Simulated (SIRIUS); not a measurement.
Te under changes of volume

One of the cells (33.925 Å³/atom); the others are scaled copies at fixed shape and fractional positions:

```
Te
1.0
     4.45400    0.00000    0.00000
    -2.22700    3.85728    0.00000
     0.00000    0.00000    5.92400
Te
3
Direct
  0.73100 0.73100 0.00000
  0.00000 0.26900 0.66667
  0.26900 0.00000 0.33333
```

| Item | Value |
| --- | --- |
| Program | SIRIUS 7.12.0 |
| Functional | LDA |
| Potentials or basis | all-electron FP-LAPW |
| Cutoff | 149 eV |
| Basis | apw+lo standard |
| k mesh | 7 × 7 × 5 |
| Occupations | fermi-dirac, width 0.05 eV |
| Spin | no spin polarisation |

| volume (Å³/atom) | energy over the lowest point (meV/atom) | gap on the mesh (eV) |
| --- | --- | --- |
| 31.890 | 2.97 | 0.56 |
| 32.568 | 0.00 | 0.57 |
| 33.247 | ? | ? |
| 33.925 | 8.24 | 0.58 |
| 34.604 | 18.52 | 0.58 |
| 35.282 | 31.97 | 0.59 |
| 35.961 | 48.84 | 0.59 |

Problem. What does the run at 33.247 Å³/atom give?

Solution. Energy over the lowest point 1.72 meV/atom; gap on the mesh 0.58 eV.

Worked out: A Birch-Murnaghan fit of order 3 (a polynomial in V^(-2/3)) to the other rows has its minimum at 32.62 Å³/atom with B0 = V·E''(V) = 55 GPa and B' = 4.5 at fixed shape and positions, which overstates the stiffness. It gives 1.96 meV/atom at 33.247 Å³/atom, against the run's 1.72. A straight line through the other rows of the gap, of slope 0.245 eV per unit of ln V, gives 0.57 eV, against the run's 0.58.

Energies are extrapolated to zero smearing.

Caveats: spin-orbit coupling is left out, which moves the levels of the heavy elements; an odd mesh through Γ misses points on the zone boundary, where band edges often lie.
